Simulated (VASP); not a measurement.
# Cu in VASP: a series of runs

Runs on Cu. Level: PBE. Tasks: relaxation of the atoms, single point.

All numbers are computed with VASP 6.6.1; they aren't measurements. Logs are shortened: lines on timing, memory, paths and dates and some standing lists are left out, and cuts for length are marked.

## 1. The structure

The cell holds a slab with vacuum, 16 atoms: a = 5.142 Å, b = 5.142 Å, c = 23.297 Å, α = 90.00°, β = 90.00°, γ = 120.00°.

The slab is cut from a database's or a generator's crystal, which needn't be the stable form of the element.

## 2. Relaxation of the atoms, PBE

Contents of INCAR:

```
SYSTEM = Cu
  PREC = Normal
  ENCUT = 450
  EDIFF = 1E-6
  ISMEAR = 1
  SIGMA = 0.1
  LREAL = Auto
  LASPH = .True.
  NELM = 80
  ALGO = Normal
  ISIF = 2
  LWAVE = .False.
  LCHARG = .False.
  LDIPOL = .True.
  IDIPOL = 3
  DIPOL = 0.5 0.5 0.500
  GGA = PE
  IBRION = 2
  NSW = 90
  EDIFFG = -0.03
  KPAR = 4
```

Contents of KPOINTS:

```
regular mesh
0
Gamma
  6 6 1
  0 0 0
```

Contents of POSCAR:

```
Cu
1.0
    5.1416817000      0.0000000000      0.0000000000
   -2.5708408500      4.4528269700      0.0000000000
    0.0000000000      0.0000000000     23.2972483000
Cu
16
Selective dynamics
Direct
    0.3333333300      0.1666666700      0.3648499600  F F F
    0.3333333300      0.6666666700      0.3648499600  F F F
    0.8333333300      0.1666666700      0.3648499600  F F F
    0.8333333300      0.6666666700      0.3648499600  F F F
    0.6666666700      0.3333333300      0.4549499900  F F F
    0.6666666700      0.8333333300      0.4549499900  F F F
    0.1666666700      0.3333333300      0.4549499900  F F F
    0.1666666700      0.8333333300      0.4549499900  F F F
    0.0000000000      0.5000000000      0.5450500100  T T T
    0.0000000000      0.0000000000      0.5450500100  T T T
    0.5000000000      0.5000000000      0.5450500100  T T T
    0.5000000000      0.0000000000      0.5450500100  T T T
    0.3333333300      0.6666666700      0.6351500400  T T T
    0.3333333300      0.1666666700      0.6351500400  T T T
    0.8333333300      0.6666666700      0.6351500400  T T T
    0.8333333300      0.1666666700      0.6351500400  T T T
```

Potentials or basis: VASP PAW PBE potentials, release 64 (Cu).

On the command line:

```sh
> cat potpaw_PBE.64/Cu/POTCAR > POTCAR
> mpirun -np 4 vasp_std > vasp.out
```

OUTCAR:

```text
SYSTEM = Cu
   PREC = Normal
   ENCUT = 450
   EDIFF = 1E-6
   ISMEAR = 1
   LREAL = Auto
   LASPH = .True.
   NELM = 80
   ISIF = 2
   GGA = PE
   IBRION = 2
   NSW = 90
   EDIFFG = -0.03

 ion  position               nearest neighbor table
   1  0.333  0.167  0.365-   7 2.57   4 2.57   2 2.57   2 2.57   4 2.57   3 2.57   3 2.57   8 2.57
                             5 2.57
   2  0.333  0.667  0.365-   8 2.57   3 2.57   1 2.57   1 2.57   3 2.57   4 2.57   4 2.57   7 2.57
                             6 2.57
   3  0.833  0.167  0.365-   5 2.57   4 2.57   2 2.57   4 2.57   2 2.57   1 2.57   1 2.57   6 2.57
                             7 2.57
   4  0.833  0.667  0.365-   6 2.57   3 2.57   1 2.57   3 2.57   1 2.57   2 2.57   2 2.57   5 2.57
                             8 2.57
   5  0.667  0.333  0.455-  12 2.57   9 2.57  11 2.57   3 2.57   8 2.57   6 2.57   6 2.57   8 2.57
                             7 2.57   7 2.57   4 2.57   1 2.57
   6  0.667  0.833  0.455-  11 2.57  10 2.57  12 2.57   4 2.57   7 2.57   5 2.57   5 2.57   7 2.57
                             8 2.57   8 2.57   3 2.57   2 2.57
   7  0.167  0.333  0.455-  10 2.57  11 2.57   9 2.57   1 2.57   8 2.57   6 2.57   8 2.57   6 2.57
                             5 2.57   5 2.57   2 2.57   3 2.57
   8  0.167  0.833  0.455-   9 2.57  12 2.57  10 2.57   2 2.57   7 2.57   5 2.57   7 2.57   5 2.57
                             6 2.57   6 2.57   1 2.57   4 2.57
   9  0.000  0.500  0.545-   8 2.57   5 2.57   7 2.57  16 2.57  13 2.57  10 2.57  12 2.57  10 2.57
[... 22 lines left out ...]
 A1 = (   5.1416817000,   0.0000000000,   0.0000000000)
 A2 = (  -2.5708408500,   4.4528269700,   0.0000000000)
 A3 = (   0.0000000000,   0.0000000000,  23.2972483000)

Analysis of symmetry for initial positions (statically):
=====================================================================
 Subroutine PRICEL returns following result:

  LATTYP: Found a hexagonal cell.
 ALAT       =     2.5708408500
 C/A-ratio  =     9.0621122268
[... 12 lines left out ...]
 Subroutine GETGRP returns: Found 12 space group operations
 (whereof  6 operations were pure point group operations)
 out of a pool of 24 trial point group operations.

The static configuration has the point symmetry C_3v.
 The point group associated with its full space group is D_3d.

Analysis of symmetry for dynamics (positions and initial velocities):
=====================================================================
 Subroutine PRICEL returns following result:

  LATTYP: Found a hexagonal cell.
 ALAT       =     2.5708408500
 C/A-ratio  =     9.0621122268
[... 12 lines left out ...]
 Subroutine GETGRP returns: Found 12 space group operations
 (whereof  6 operations were pure point group operations)
 out of a pool of 24 trial point group operations.

The dynamic configuration has the point symmetry C_3v.
 The point group associated with its full space group is D_3d.

[... 137 lines left out ...]
   IVDW    =     0    specifies the selected vdW correction
   LEPSILON=     F    determine dielectric tensor
   LRPA    =     F    only Hartree local field effects (RPA)
 conjugate gradient relaxation of ions
 non-spin polarized calculation
 Methfessel and Paxton  Order N= 1 SIGMA  =   0.10
  energy-cutoff  :      450.00
  volume of cell :      533.39
 maximum number of plane-waves:     11625
   NGX = 17   NGY = 17   NGZ = 81

--------------------------------------- Ionic step        1  -------------------------------------------

 number of electron     176.0000395 magnetization

 Free energy of the ion-electron system (eV)
  ---------------------------------------------------
  ext. energy  EPLUGINS =         0.00000000
  ---------------------------------------------------
  free energy    TOTEN  =       -55.95167606 eV

  energy without entropy =      -55.93949523  energy(sigma->0) =      -55.94761578

------------------------ aborting loop because EDIFF is reached ----------------------------------------

  FORCE on cell =-STRESS in cart. coord.  units (eV):
  Direction    XX          YY          ZZ          XY          YZ          ZX
  --------------------------------------------------------------------------------------
  -------------------------------------------------------------------------------------
  Total       -5.4834839     -5.4834839     -3.9943488      0.0000000     -0.0000000      0.0000000
  in kB      -16.4710589    -16.4710589    -11.9980572      0.0000000     -0.0000000      0.0000000
  external PRESSURE =     -14.9800583 kB  Pullay stress =       0.0000000 kB
[... 281 lines left out ...]
  FREE ENERGIE OF THE ION-ELECTRON SYSTEM (eV)
  ---------------------------------------------------
  free  energy   TOTEN  =       -55.9648906013 eV

  energy  without entropy=      -55.9582032048  energy(sigma->0) =      -55.96266147

 dipolmoment           0.000000      0.000000      0.003416 electrons x Angstroem

--------------------------------------- Ionic step        7  -------------------------------------------

 number of electron     176.0000116 magnetization

 dipolmoment           0.000000      0.000000     -0.002289 electrons x Angstroem

 Free energy of the ion-electron system (eV)
  ---------------------------------------------------
  ext. energy  EPLUGINS =         0.00000000
  ---------------------------------------------------
  free energy    TOTEN  =       -55.96878068 eV

  energy without entropy =      -55.96421807  energy(sigma->0) =      -55.96725981

 E-fermi :  -0.3881     XC(G=0):  -5.3116

 val. band max:       -0.4310176272   @ k =   0.5000   0.0000   0.0000
 cond. band min:      -0.3343245365   @ k =   0.3333  -0.0000   0.0000
 fundamental gap:      0.0966930908
 Fermi energy:        -0.3880833393

 k-point     1 :       0.0000    0.0000    0.0000
  band No.  band energies     occupation
      1      -9.1045      2.00000
      2      -7.8208      2.00000
      3      -6.1702      2.00000
      4      -5.3256      2.00000
      5      -5.0571      2.00000
      6      -5.0571      2.00000
[... 710 lines left out ...]
     99       4.0835      0.00000
    100       4.1012      0.00000
 [bands above 100 left out]

------------------------ aborting loop because EDIFF is reached ----------------------------------------

 vacuum level on the upper side and lower side of the slab       (xc-potential included)        -0.088        -0.074

  FORCE on cell =-STRESS in cart. coord.  units (eV):
  Direction    XX          YY          ZZ          XY          YZ          ZX
  --------------------------------------------------------------------------------------
  -------------------------------------------------------------------------------------
  Total       -4.4666334     -4.4666334     -1.8803724      0.0000000      0.0000000      0.0000000
  in kB      -13.4166859    -13.4166859     -5.6481837      0.0000000      0.0000000      0.0000000
  external PRESSURE =     -10.8271852 kB  Pullay stress =       0.0000000 kB
[... 31 lines left out ...]
  FREE ENERGIE OF THE ION-ELECTRON SYSTEM (eV)
  ---------------------------------------------------
  free  energy   TOTEN  =       -55.9687806831 eV

  energy  without entropy=      -55.9642180687  energy(sigma->0) =      -55.96725981

 reached required accuracy - stopping structural energy minimisation

 vacuum level on the upper side and lower side of the slab         4.301         4.314
```

Run time: 6 min. Hardware: 4 MPI ranks of Intel Xeon Platinum 8488C (Sapphire Rapids), shared host; peak memory 0.44 GiB.

Results:

- Free energy: -55.9688 eV
- Energy gained by relaxing: 1.1 meV/atom
- Ionic steps: 7
- Band gap on the k mesh: none (metal or under the smearing width)

The path:
```tsv
step	energy change (eV)	largest force (eV/Å)	pressure (GPa)
1	0.0000	0.1207	-1.50
2	-0.0026	0.1172	-1.46
3	-0.0082	0.1161	-1.36
4	-0.0096	0.1655	-1.14
5	-0.0105	0.1304	-1.25
6	-0.0132	0.1168	-1.16
7	-0.0171	0.1170	-1.08
```

Final structure:
```xyz
16
Lattice="5.1417 0.0000 0.0000 -2.5708 4.4528 0.0000 0.0000 0.0000 23.2972" Properties=species:S:1:pos:R:3 pbc="T T T"
Cu    1.2854    0.7421    8.5000
Cu    0.0000    2.9686    8.5000
Cu    3.8563    0.7421    8.5000
Cu    2.5708    2.9686    8.5000
Cu    2.5708    1.4843   10.5991
Cu    1.2854    3.7107   10.5991
Cu    0.0000    1.4843   10.5991
Cu   -1.2854    3.7107   10.5991
Cu   -1.2854    2.2264   12.6643
Cu    0.0000    0.0000   12.6643
Cu    1.2854    2.2264   12.6643
Cu    2.5708    0.0000   12.6643
Cu    0.0000    2.9686   14.7302
Cu    1.2854    0.7421   14.7302
Cu    2.5708    2.9686   14.7302
Cu    3.8563    0.7421   14.7302
```

Levels at points of the mesh, in eV from the Fermi level:
```tsv
k point	band 86	band 87	band 88	band 89	band 90	band 91
(0.00, 0.00, 0.00)	-0.10	-0.10	-0.06	0.87	0.87	0.87
(0.50, 0.00, 0.00)	-0.96	-0.04	-0.04	0.57	0.57	0.96
```

## 3. Single point, PBE

Contents of INCAR:

```
SYSTEM = Cu
PREC     = Normal         ! precision mode
ENCUT    = 450            ! plane-wave cutoff, eV
EDIFF    = 1E-7           ! SCF threshold, eV
ISMEAR   = 1              ! smearing method
SIGMA    = 0.1            ! smearing width, eV
LREAL    = Auto         
LASPH    = .TRUE.         ! aspherical terms in the spheres
NELM     = 80             ! most SCF steps
ALGO     = Normal         ! electronic algorithm
ISIF     = 2              ! what is computed and relaxed
LWAVE    = .FALSE.        ! write WAVECAR
LCHARG   = .FALSE.        ! write CHGCAR
LDIPOL   = .TRUE.       
IDIPOL   = 3            
DIPOL    = 0.5 0.5 0.500
GGA      = PE             ! functional
LVHAR    = .TRUE.       
LVACPOTAV= .TRUE.       
ICORELEVEL= 1            
KPAR     = 4
```

Contents of KPOINTS:

```
regular mesh
0
G
  6 6 1
  0 0 0
```

Contents of POSCAR:

```
Cu                                      
1.0
    5.1416817000      0.0000000000      0.0000000000
   -2.5708408500      4.4528269700      0.0000000000
    0.0000000000      0.0000000000     23.2972483000
  Cu            
    16
Selective dynamics
Direct
     0.3333333300000021    0.1666666699999979    0.3648499600000008   F   F   F
     0.3333333300000021    0.6666666699999979    0.3648499600000008   F   F   F
     0.8333333300000021    0.1666666699999979    0.3648499600000008   F   F   F
     0.8333333300000021    0.6666666699999979    0.3648499600000008   F   F   F
     0.6666666699999979    0.3333333300000021    0.4549499900000029   F   F   F
     0.6666666699999979    0.8333333300000021    0.4549499900000029   F   F   F
     0.1666666699999979    0.3333333300000021    0.4549499900000029   F   F   F
     0.1666666699999979    0.8333333300000021    0.4549499900000029   F   F   F
     0.0000000000000000    0.5000000000000000    0.5435957078174645   T   T   T
     0.0000000000000000    0.0000000000000000    0.5435957078174645   T   T   T
     0.5000000000000000    0.5000000000000000    0.5435957078174645   T   T   T
     0.5000000000000000    0.0000000000000000    0.5435957078174645   T   T   T
     0.3333333300000021    0.6666666699999979    0.6322731125014284   T   T   T
     0.3333333300000021    0.1666666699999979    0.6322731125014284   T   T   T
     0.8333333300000021    0.6666666699999979    0.6322731125014284   T   T   T
     0.8333333300000021    0.1666666699999979    0.6322731125014284   T   T   T
```

Potentials or basis: VASP PAW PBE potentials, release 64 (Cu).

On the command line:

```sh
> cat potpaw_PBE.64/Cu/POTCAR > POTCAR
> mpirun -np 4 vasp_std > vasp.out
```

It took 1.8 min on 4 MPI ranks of Intel Xeon Platinum 8488C (Sapphire Rapids), shared host; peak memory 0.44 GiB.

It converged, with:

```yaml
Free_energy: -55.9688 eV
Largest_force: 0.117 eV/Å
Band_gap_on_the_k_mesh: none (metal or under the smearing width)
Work_function_of_the_upper_face: 4.77 eV
Work_function_of_the_lower_face: 4.78 eV
```

Forces on the atoms (eV/Å):
```
Cu   0.000  0.000  0.117
Cu   0.000  0.000  0.117
Cu   0.000  0.000  0.117
Cu   0.000  0.000  0.117
Cu   0.000  0.000 -0.108
Cu   0.000  0.000 -0.108
Cu   0.000  0.000 -0.108
Cu   0.000  0.000 -0.108
Cu   0.000  0.000 -0.005
Cu   0.000  0.000 -0.005
Cu   0.000  0.000 -0.005
Cu   0.000  0.000 -0.005
Cu   0.000  0.000 -0.004
Cu   0.000  0.000 -0.004
Cu   0.000  0.000 -0.004
Cu   0.000  0.000 -0.004
```

Levels at points of the mesh, in eV from the Fermi level:
```csv
k point,band 85,band 86,band 87,band 88,band 89,band 90,band 91,band 92
"(0.00, 0.00, 0.00)",-0.10,-0.10,-0.10,-0.06,0.87,0.87,0.87,1.42
"(0.50, 0.00, 0.00)",-0.96,-0.96,-0.04,-0.04,0.57,0.57,0.96,0.96
```

Core levels (eV, on the scale of the bands):
```csv
atom,levels
1 Cu,"1s -8848.8, 2s -1061.0, 2p -915.5, 3s -112.6, 3p -70.0"
2 Cu,"1s -8848.8, 2s -1061.0, 2p -915.5, 3s -112.6, 3p -70.0"
3 Cu,"1s -8848.8, 2s -1061.0, 2p -915.5, 3s -112.6, 3p -70.0"
4 Cu,"1s -8848.8, 2s -1061.0, 2p -915.5, 3s -112.6, 3p -70.0"
5 Cu,"1s -8849.0, 2s -1061.3, 2p -915.7, 3s -112.9, 3p -70.2"
6 Cu,"1s -8849.0, 2s -1061.3, 2p -915.7, 3s -112.9, 3p -70.2"
```
